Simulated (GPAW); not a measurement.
## SiO2: band structure with LDA

Crystal: SiO2.

```
Si O
1.0
    -2.83790    2.83790    5.66021
     2.83790   -2.83790    5.66021
     2.83790    2.83790   -5.66021
Si O
4 8
Direct
  0.87500 0.26362 0.88862
  0.01362 0.62500 0.88862
  0.73638 0.12500 0.11138
  0.37500 0.98638 0.11138
  0.63373 0.13373 0.50000
  0.46788 0.96788 0.93575
  0.03212 0.53212 0.06425
  0.11627 0.11627 0.00000
  0.88373 0.88373 0.00000
  0.86627 0.36627 0.50000
  0.28212 0.71788 0.00000
  0.71788 0.28212 0.00000
```

The cell comes from a database or a generator and needn't be the stable form of this composition.

| Quantity | Value |
| --- | --- |
| Program | GPAW 26.7.0 |
| Task | band structure |
| Functional | LDA |
| Potentials or basis | the program's PAW data sets (release 1.2.1) made for this functional |
| Cutoff | 800 eV |
| Basis | pw |
| k mesh | 5 × 5 × 5 |
| Occupations | fermi-dirac, width 0.05 eV |
| Spin | no spin polarisation |
| Maxiter | 150 |
| Band path | GXYSGZS1NPY1Z,XP |
| Band points | 80 |

```yaml
Pressure: -3.1 GPa
Largest_force: 0.232 eV/Å
Band_gap_on_the_k_mesh: 4.70 eV, direct
Band_gap_along_the_path: 4.70 eV, direct
```

Forces in eV/Å, atoms in the order of the input:
```
Si   0.050  0.000  0.000
Si   0.000  0.050  0.000
Si   0.000 -0.050  0.000
Si  -0.050  0.000  0.000
O    0.000  0.000  0.074
O    0.164  0.164  0.000
O   -0.164 -0.164  0.000
O    0.000  0.000 -0.074
O    0.000  0.000  0.074
O    0.000  0.000 -0.074
O    0.164 -0.164  0.000
O   -0.164  0.164  0.000
```

Stress tensor (GPa, compression positive):
```
-2.56  0.00  0.00
 0.00 -2.56  0.00
 0.00  0.00 -4.05
```

Levels at the corners of the path, in eV from the valence-band top:
| point | band 28 | band 29 | band 30 | band 31 | band 32 | band 33 | band 34 | band 35 | band 36 | band 37 |
| --- | --- | --- | --- | --- | --- | --- | --- | --- | --- | --- |
| Γ | -1.50 | -0.66 | -0.66 | -0.25 | 0.00 | 4.70 | 7.08 | 7.10 | 8.59 | 8.59 |
| X | -1.15 | -1.15 | -1.10 | -0.45 | -0.08 | 6.69 | 7.96 | 8.49 | 8.55 | 8.63 |
| Y | -1.17 | -1.04 | -0.86 | -0.46 | -0.13 | 6.86 | 7.74 | 7.78 | 8.00 | 8.53 |
| S | -1.14 | -0.65 | -0.53 | -0.50 | -0.30 | 6.59 | 7.07 | 7.17 | 7.82 | 8.49 |
| Γ | -1.50 | -0.66 | -0.66 | -0.25 | 0.00 | 4.70 | 7.08 | 7.10 | 8.59 | 8.59 |
| Z | -1.21 | -0.80 | -0.48 | -0.45 | -0.45 | 6.31 | 6.31 | 7.62 | 7.62 | 7.99 |
| S1 | -1.14 | -0.65 | -0.53 | -0.50 | -0.30 | 6.59 | 7.07 | 7.17 | 7.82 | 8.49 |
| N | -1.15 | -0.67 | -0.51 | -0.46 | -0.29 | 6.40 | 6.91 | 7.48 | 8.38 | 8.44 |
| P | -1.25 | -1.15 | -1.15 | -0.23 | -0.23 | 7.34 | 7.34 | 8.17 | 8.17 | 8.77 |
| Y1 | -1.17 | -1.04 | -0.86 | -0.46 | -0.13 | 6.86 | 7.74 | 7.78 | 8.00 | 8.53 |
| Z | -1.21 | -0.80 | -0.48 | -0.45 | -0.45 | 6.31 | 6.31 | 7.62 | 7.62 | 7.99 |
| X | -1.15 | -1.15 | -1.10 | -0.45 | -0.08 | 6.69 | 7.96 | 8.49 | 8.55 | 8.63 |
| P | -1.25 | -1.15 | -1.15 | -0.23 | -0.23 | 7.34 | 7.34 | 8.17 | 8.17 | 8.77 |

Run time: 23 min on 1 thread of Arm Neoverse V2, on a shared host, peak memory 2 GiB.

LDA gaps usually lie below the measured ones, often by a third to a half.
